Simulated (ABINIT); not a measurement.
MoS2:

```
Mo S
1.0
     3.22746    0.00000    0.00000
    -1.61373    2.79507    0.00000
     0.00000    0.00000    6.31247
Mo S
1 2
Direct
  0.00000 0.00000 0.50000
  0.66667 0.33333 0.74468
  0.33333 0.66667 0.25532
```

Measurements of this composition are mostly on another form, of space group No. 194.

* Program: ABINIT 10.8.3 (patched build)
* Task: relaxation of cell and atoms
* Functional: WC
* Potentials or basis: JTH PAW PBE v2.0
* Cutoff: 653 eV
* k mesh: 7 × 7 × 3
* Occupations: fermi-dirac, width 0.05 eV
* Spin: no spin polarisation

At the start: pressure -2.3 GPa; volume 18.98 Å³/atom.

Task: How do energy, volume and symmetry change on relaxing?

Result: Over 13 steps the energy falls by 11.6 meV/atom and the volume is 17.50 Å³/atom (-7.8 %); space group P-3m1 (No. 164, to 0.05 Å).

Step by step:
| step | energy change (eV) | largest force (eV/Å) | pressure (GPa) | volume (Å³) |
| --- | --- | --- | --- | --- |
| 1 | 0.0000 | 0.0794 | -2.29 | 56.94 |
| 2 | -0.0070 | 0.1548 | -1.46 | 56.55 |
| 3 | -0.0195 | 0.2998 | 0.72 | 55.36 |
| 4 | -0.0228 | 0.2492 | 0.81 | 55.11 |
| 5 | -0.0258 | 0.0789 | 0.20 | 54.93 |
| 6 | -0.0261 | 0.0441 | -0.06 | 54.98 |
| 7 | -0.0263 | 0.0199 | -0.27 | 55.01 |
| 8 | -0.0267 | 0.0121 | -0.57 | 55.00 |
| 9 | -0.0280 | 0.0776 | -1.09 | 54.77 |
| 10 | -0.0296 | 0.1051 | -1.29 | 54.32 |
| 11 | -0.0338 | 0.0911 | -0.99 | 52.93 |
| 12 | -0.0346 | 0.0562 | -0.43 | 52.40 |
| 13 | -0.0349 | 0.0094 | -0.07 | 52.50 |

Final structure:
```
Mo S
1.0
     3.17059    0.00000    0.00000
    -1.58529    2.74581    0.00000
     0.00000    0.00000    6.03029
Mo S
1 2
Cartesian
  0.0000 0.0000 3.0151
  1.5853 0.9153 4.5895
  0.0000 1.8305 1.4408
```

Caveat: the PAW data sets were made with another functional, which shifts forces and pressure a little; this functional lacks dispersion, which binds the layers, so the pressure and a relaxed spacing across them are unreliable.
